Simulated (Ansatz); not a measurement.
**TaN in Ansatz: the effect of Hubbard term**

TaN:

```
Ta N
1.0
     2.93800    0.00000    0.00000
    -1.46900    2.54438    0.00000
     0.00000    0.00000    2.88300
Ta N
1 1
Direct
  0.00000 0.00000 0.50000
  0.66667 0.33333 0.00000
```

Alike in all runs:

| Quantity | Value |
| --- | --- |
| Program | Ansatz 0.2.0 |
| Task | density of states |
| Functional | PBEsol |
| Potentials or basis | all-electron LAPW, scalar-relativistic |
| Cutoff | 350 eV (chosen from the basis error) |
| Basis error allowed | 0.001 eV/atom |
| k mesh | 10 × 10 × 9 |
| Occupations | fermi-dirac, width 0.05 eV |
| Spin | no spin polarisation |

```tsv
Hubbard term	pressure (GPa)
none	-4.8
Ta d U = 2 eV	-3.1
Ta d U = 4 eV	-1.1
Ta d U = 6 eV	?
Ta d U = 8 eV	4.2
```

Task: What does the run with Hubbard term Ta d U = 6 eV give?

Result: Pressure 1.3 GPa.

Worked out: A parabola through the other rows of the pressure, of slope 1.32 GPa per eV there, gives 1.4 GPa, against the run's 1.3.

Caveats: U is the effective U less J, on atomic orbitals that reach past the spheres (some runs); U without spin polarisation on a metal has little footing (some runs).
